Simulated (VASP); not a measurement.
# Si (I4/mmm) in VASP: further runs

The runs below take Si through single point, with PBE+D4.

Program: VASP 6.6.1. These are calculated values, not measurements. Logs are shortened: lines on timing, memory, paths and dates and some standing lists are left out, and cuts for length are marked.

**1. Starting point**

It takes space group I4/mmm (No. 139, tetragonal). Conventional cell: a = 3.379 Å, b = 3.379 Å, c = 2.742 Å, α = 90.00°, β = 90.00°, γ = 90.00°. Around Si (site symmetry 4/mmm) lie 10 Si at 2.74 to 2.75 Å.

This isn't the form of Si at room conditions, which is diamond.

**2. Single point, PBE+D4**

File INCAR:

```
SYSTEM = Si
PREC = Accurate ; ENCUT = 520
EDIFF = 1E-6 ; ISMEAR = 0
SIGMA = 0.05 ; LREAL = .False.
LASPH = .True. ; NELM = 60
ALGO = Normal ; ISIF = 2
LWAVE = .False. ; LCHARG = .False.
GGA = PE ; IVDW = 13
NBANDS = 8
```

File KPOINTS:

```
Automatic mesh
0
Gamma
  11 11 11
  0 0 0
```

File POSCAR:

```
Si
1.0
   -1.6895337309      1.6895337309      1.3711299925
    1.6895337309     -1.6895337309      1.3711299925
    1.6895337309      1.6895337309     -1.3711299925
Si
1
Direct
    0.0000000000      0.0000000000      0.0000000000
```

Potentials or basis: VASP PAW PBE potentials, release 64 (Si).

Launch:

```sh
cat potpaw_PBE.64/Si/POTCAR > POTCAR
mpirun -np 1 vasp_std > vasp.out
```

OUTCAR:

```text
SYSTEM = Si
   PREC = Accurate
   ENCUT = 520
   EDIFF = 1E-6
   ISMEAR = 0
   LREAL = .False.
   LASPH = .True.
   NELM = 60
   ISIF = 2
   GGA = PE
   IVDW = 13

 ion  position               nearest neighbor table
   1  0.000  0.000  0.000-

  LATTYP: Found a body centered tetragonal cell.
 ALAT       =     3.3790674618
 C/A-ratio  =     0.8115434261

  Lattice vectors:

 A1 = (  -1.6895337309,   1.6895337309,   1.3711299925)
 A2 = (   1.6895337309,  -1.6895337309,   1.3711299925)
 A3 = (   1.6895337309,   1.6895337309,  -1.3711299925)

Analysis of symmetry for initial positions (statically):
=====================================================================
 Subroutine PRICEL returns:
 Original cell was already a primitive cell.

 Routine SETGRP: Setting up the symmetry group for a
 body centered tetragonal supercell.

 Subroutine GETGRP returns: Found 16 space group operations
 (whereof 16 operations were pure point group operations)
 out of a pool of 16 trial point group operations.

The static configuration has the point symmetry D_4h.

Analysis of symmetry for dynamics (positions and initial velocities):
=====================================================================
 Subroutine PRICEL returns:
 Original cell was already a primitive cell.

 Routine SETGRP: Setting up the symmetry group for a
 body centered tetragonal supercell.

 Subroutine GETGRP returns: Found 16 space group operations
 (whereof 16 operations were pure point group operations)
 out of a pool of 16 trial point group operations.

The dynamic configuration has the point symmetry D_4h.

 Subroutine INISYM returns: Found 16 space group operations
 (whereof 16 operations are pure point group operations),
 and found     1 'primitive' translations

----------------------------------------------------------------------------------------

                                     Primitive cell

  volume of cell :      15.6557

  direct lattice vectors                    reciprocal lattice vectors
    -1.689533731  1.689533731  1.371129993     0.000000000  0.295939638  0.364662725
     1.689533731 -1.689533731  1.371129993     0.295939638  0.000000000  0.364662725
     1.689533731  1.689533731 -1.371129993     0.295939638  0.295939638  0.000000000

  length of vectors
     2.754822301  2.754822301  2.754822301     0.469637277  0.469637277  0.418521849

  position of ions in fractional coordinates (direct lattice)
     0.000000000  0.000000000  0.000000000

  ion indices of the primitive-cell ions
   primitive index   ion index
                 1           1

----------------------------------------------------------------------------------------

 KPOINTS: Automatic mesh

Automatic generation of k-mesh.
 Grid dimensions read from file:
 generate k-points for:   11   11   11

 Generating k-lattice:

  Cartesian coordinates                     Fractional coordinates (reciprocal lattice)
     0.000000000  0.026903603  0.033151157     0.090909091 -0.000000000  0.000000000
     0.026903603  0.000000000  0.033151157    -0.000000000  0.090909091  0.000000000
     0.026903603  0.026903603  0.000000000     0.000000000  0.000000000  0.090909091

  Length of vectors
     0.042694298  0.042694298  0.038047441

  Shift w.r.t. Gamma in fractional coordinates (k-lattice)
     0.000000000  0.000000000  0.000000000

 Subroutine IBZKPT returns following result:
 ===========================================

 Found    126 irreducible k-points:

 Following reciprocal coordinates:
            Coordinates               Weight
  0.000000  0.000000  0.000000      1.000000
  0.090909  0.000000 -0.000000      8.000000
  0.181818  0.000000  0.000000      8.000000
  0.272727  0.000000  0.000000      8.000000
  0.363636  0.000000 -0.000000      8.000000
  0.454545  0.000000 -0.000000      8.000000
[... 16 lines left out ...]
 -0.272727  0.181818 -0.000000     16.000000
 -0.181818  0.181818  0.000000      4.000000
 [... further k-points ...]
   k-points           NKPTS =    126   k-points in BZ     NKDIM =    126   number of bands    NBANDS=      8
   number of dos      NEDOS =    301   number of ions     NIONS =      1
   total plane-waves  NPLWV =   8000
   dimension x,y,z NGX =    20 NGY =   20 NGZ =   20
   dimension x,y,z NGXF=    40 NGYF=   40 NGZF=   40
   ions per type =               1
   NGX,Y,Z   is equivalent  to a cutoff of  12.07, 12.07, 12.07 a.u.
   NGXF,Y,Z  is equivalent  to a cutoff of  24.14, 24.14, 24.14 a.u.
 SYSTEM =  Si
   PREC   = accura    normal or accurate (medium, high low for compatibility)
   ISTART =      0    job   : 0-new  1-cont  2-samecut
   ICHARG =      2    charge: 1-file 2-atom 10-const
   ISPIN  =      1    spin polarized calculation?
   LNONCOLLINEAR =      F non collinear calculations
   LSORBIT =      F    spin-orbit coupling
   LASPH  =      T    aspherical Exc in radial PAW
   ENCUT  =  520.0 eV  38.22 Ry    6.18 a.u.   5.12  5.12  5.12*2*pi/ulx,y,z
   NELM   =     60;   NELMIN=  2; NELMDL= -5     # of ELM steps
   EDIFF  = 0.1E-05   stopping-criterion for ELM
   LREAL  =      F    real-space projection
   EDIFFG = 0.1E-04   stopping-criterion for IOM
   NSW    =      0    number of steps for IOM
   IBRION =     -1    ionic relax: 0-MD 1-quasi-New 2-CG
   NFREE  =      0    steps in history (QN), initial steepest desc. (CG)
   ISIF   =      2    stress and relaxation
   ISYM   =      2    0-nonsym 1-usesym 2-fastsym
   POTIM  = 0.5000    time-step for ionic-motion
   TEBEG  =    0.0;   TEEND  =   0.0 temperature during run
   PSTRESS=    0.0 pullay stress
   NELECT =       4.0000    total number of electrons
   NUPDOWN=      -1.0000    fix difference up-down
   EMIN   =  10.00;   EMAX   =-10.00  energy-range for DOS
   EFERMI =   0.00;   METHOD = LEGACY
   ISMEAR =     0;   SIGMA  =   0.05  broadening in eV -4-tet -1-fermi 0-gaus
   EFERMI_NEDOS =   21; number of points for ismear=-14 and -15
   IALGO  =     38    algorithm
   IMIX   =      4    mixing-type and parameters
     AMIX     =   0.40;   BMIX     =  1.00
     AMIX_MAG =   1.60;   BMIX_MAG =  1.00
  volume/ion in A,a.u.               =      15.66       105.65
  Fermi-wavevector in a.u.,A,eV,Ry     =   1.038813  1.963072 14.682488  1.079132
  Thomas-Fermi vector in A             =   2.173315
   LORBIT       =      0    0 simple, 1 ext, 2 COOP (PROOUT), +10 PAW based schemes
   GGA     = PE    functional components
   LHFCALC =     F    Hartree Fock is set to
   AEXX    =    0.0000 exact exchange contribution
   IVDW    =    13    specifies the selected vdW correction
   LEPSILON=     F    determine dielectric tensor
   LRPA    =     F    only Hartree local field effects (RPA)
 non-spin polarized calculation
 Gauss-broadening in eV      SIGMA  =   0.05
  energy-cutoff  :      520.00
  volume of cell :       15.66
 maximum number of plane-waves:       430
   NGX = 11   NGY = 11   NGZ = 11

 number of electron       4.0000000 magnetization

 Free energy of the ion-electron system (eV)
  ---------------------------------------------------
  ext. energy  EPLUGINS =         0.00000000
  ---------------------------------------------------
  free energy    TOTEN  =        -4.91257698 eV

  energy without entropy =       -4.91209966  energy(sigma->0) =       -4.91233832

 E-fermi :   9.0463     XC(G=0): -10.8670

 val. band max:        8.9232905868   @ k =  -0.0909   0.3636   0.0909
 cond. band min:       9.0524029348   @ k =  -0.1818  -0.2727   0.0909
 fundamental gap:      0.1291123480
 Fermi energy:         9.0462918030

 k-point     1 :       0.0000    0.0000    0.0000
  band No.  band energies     occupation
      1      -4.6081      2.00000
      2      18.1507      0.00000
      3      18.1507      0.00000
      4      18.4441      0.00000
      5      21.3255      0.00000
      6      21.5866      0.00000
      7      23.6597      0.00000
      8      23.6597      0.00000

 k-point     2 :       0.0909    0.0000   -0.0000
  band No.  band energies     occupation
      1      -4.3437      2.00000
      2      16.5020      0.00000
      3      17.5379      0.00000
      4      19.1579      0.00000
      5      20.0746      0.00000
      6      22.7582      0.00000
      7      22.7656      0.00000
      8      23.1087      0.00000

 k-point     3 :       0.1818    0.0000    0.0000
  band No.  band energies     occupation
      1      -3.5525      2.00000
      2      15.1143      0.00000
      3      15.3632      0.00000
      4      16.6876      0.00000
      5      19.3378      0.00000
      6      21.2484      0.00000
      7      24.1063      0.00000
      8      25.2479      0.00000

 k-point     4 :       0.2727    0.0000    0.0000
  band No.  band energies     occupation
      1      -2.2404      2.00000
      2      11.5506      0.00000
      3      14.1598      0.00000
      4      15.8320      0.00000
      5      17.6290      0.00000
      6      19.6914      0.00000
      7      25.5936      0.00000
      8      27.1277      0.00000

 k-point     5 :       0.3636    0.0000   -0.0000
  band No.  band energies     occupation
      1      -0.4175      2.00000
      2       7.9345      2.00000
      3      13.6174      0.00000
      4      15.3324      0.00000
      5      16.2903      0.00000
      6      18.4657      0.00000
      7      25.9863      0.00000
      8      30.5248      0.00000

 k-point     6 :       0.4545    0.0000   -0.0000
  band No.  band energies     occupation
      1       1.9015      2.00000
      2       4.6977      2.00000
      3      13.4076      0.00000
      4      15.1225      0.00000
      5      15.5448      0.00000
      6      17.7836      0.00000
      7      26.6231      0.00000
      8      29.5046      0.00000

 k-point     7 :       0.0909    0.0909   -0.0000
  band No.  band energies     occupation
      1      -3.7604      2.00000
      2      15.5047      0.00000
      3      16.6673      0.00000
      4      17.1785      0.00000
      5      19.9720      0.00000
      6      20.6852      0.00000
      7      22.5158      0.00000
      8      24.6952      0.00000
[... 133 lines left out ...]
 k-point    20 :       0.4545    0.1818    0.0000
  band No.  band energies     occupation
      1       2.0012      2.00000
      2       5.9825      2.00000
      3       8.7101      2.00000
      4      14.3183      0.00000
      5      17.9066      0.00000
      6      22.4741      0.00000
      7      25.2939      0.00000
      8      30.4467      0.00000

 k-point    21 :      -0.4545    0.1818    0.0000
  band No.  band energies     occupation
      1      -0.1967      2.00000
      2       8.7288      2.00000
      3       9.2945      0.00000
      4      15.2694      0.00000
      5      18.1509      0.00000
      6      23.5971      0.00000
      7      26.6583      0.00000
      8      27.5873      0.00000

 k-point    22 :      -0.3636    0.1818   -0.0000
  band No.  band energies     occupation
      1      -1.9023      2.00000
      2       9.2445      0.00000
      3      12.9488      0.00000
      4      16.4932      0.00000
      5      19.0040      0.00000
      6      24.5360      0.00000
      7      24.8718      0.00000
      8      27.4442      0.00000

 k-point    23 :      -0.2727    0.1818   -0.0000
  band No.  band energies     occupation
      1      -3.0987      2.00000
      2      10.2443      0.00000
      3      16.6759      0.00000
      4      17.8148      0.00000
      5      20.5052      0.00000
      6      22.4369      0.00000
      7      23.9678      0.00000
      8      26.6504      0.00000

 k-point    24 :      -0.1818    0.1818    0.0000
  band No.  band energies     occupation
      1      -3.7755      2.00000
      2      11.7048      0.00000
      3      18.5885      0.00000
      4      19.1860      0.00000
      5      20.7845      0.00000
      6      22.2490      0.00000
      7      22.7673      0.00000
      8      25.3838      0.00000

 [... further k-points ...]

------------------------ aborting loop because EDIFF is reached ----------------------------------------

  DFT-D4 for vdW energy calculation

  Edisp (eV):   -0.41059

  FORCE on cell =-STRESS in cart. coord.  units (eV):
  Direction    XX          YY          ZZ          XY          YZ          ZX
  --------------------------------------------------------------------------------------
  -------------------------------------------------------------------------------------
  Total      -0.94227    -0.94227    -0.92622     0.00000    -0.00000     0.00000
  in kB     -96.43005   -96.43005   -94.78806     0.00000    -0.00000     0.00000
  external pressure =      -95.88 kB  Pullay stress =        0.00 kB

 VOLUME and BASIS-vectors are now :
 -----------------------------------------------------------------------------
  energy-cutoff  :      520.00
  volume of cell :       15.66
      direct lattice vectors                 reciprocal lattice vectors
    -1.689533731  1.689533731  1.371129993     0.000000000  0.295939638  0.364662725
     1.689533731 -1.689533731  1.371129993     0.295939638  0.000000000  0.364662725
     1.689533731  1.689533731 -1.371129993     0.295939638  0.295939638  0.000000000

 POSITION                                       TOTAL-FORCE (eV/Angst)
 -----------------------------------------------------------------------------------
      0.00000      0.00000      0.00000         0.000000      0.000000      0.000000
 -----------------------------------------------------------------------------------
    total drift:                                0.000000      0.000000     -0.000000

  FREE ENERGIE OF THE ION-ELECTRON SYSTEM (eV)
  ---------------------------------------------------
  free  energy   TOTEN  =        -5.3231697520 eV

  energy  without entropy=       -5.3226924286  energy(sigma->0) =       -5.32293109
```

It took 4.4 s on 1 thread of Intel Xeon 6975P-C (Granite Rapids), shared host; peak memory 0.12 GiB.

Results:

| Item | Value |
| --- | --- |
| Free energy | -5.3232 eV |
| Pressure | -9.6 GPa |
| Band gap on the k mesh | none (metal or under the smearing width) |
| Dispersion energy per atom | -0.411 eV |

Caveat: pairwise dispersion overbinds metals, which lowers pressure and volume.

**3. Single point, PBE+D4**

This run uses another cell than the first one, of 13.98 Å³/atom, 0.893 times its volume.

File INCAR:

```
  PREC = Accurate
  ENCUT = 520
  EDIFF = 1E-6
  ISMEAR = 0
  SIGMA = 0.05
  LREAL = False
  LASPH = True
  NELM = 60
  ALGO = Normal
  ISIF = 2
  LWAVE = False
  LCHARG = False
  GGA = PE
  IVDW = 13
  NBANDS = 8
```

File KPOINTS:

```
Automatic mesh
0
Gamma
  11 11 11
```

File POSCAR:

```
Si
1.0
   -1.6269000000      1.6269000000      1.3203000000
    1.6269000000     -1.6269000000      1.3203000000
    1.6269000000      1.6269000000     -1.3203000000
Si
1
Direct
    0.0000000000      0.0000000000      0.0000000000
```

Potentials or basis: VASP PAW PBE potentials, release 64 (Si).

Launch:

```sh
cat potpaw_PBE.64/Si/POTCAR > POTCAR
mpirun -np 1 vasp_std > vasp.out
```

Run time: 4.3 s. Hardware: 1 thread of Intel Xeon 6975P-C (Granite Rapids), shared host; peak memory 0.12 GiB.

It converged, with:

```
Free energy                : -5.3842 eV
Pressure                   : -1.5 GPa
Band gap on the k mesh     : none (metal or under the smearing width)
Dispersion energy per atom : -0.456 eV
```

Stress tensor (GPa, compression positive):
```
-1.59  0.00  0.00
 0.00 -1.59  0.00
 0.00  0.00 -1.32
```

Levels at points of the mesh, in eV from the Fermi level:
```csv
k point,band 1,band 2,band 3,band 4,band 5
"(0.00, 0.00, 0.00)",-14.79,9.54,10.13,10.13,12.97
```

Caveat: pairwise dispersion overbinds metals, which lowers pressure and volume.

(Continued in part 2 of 2.)
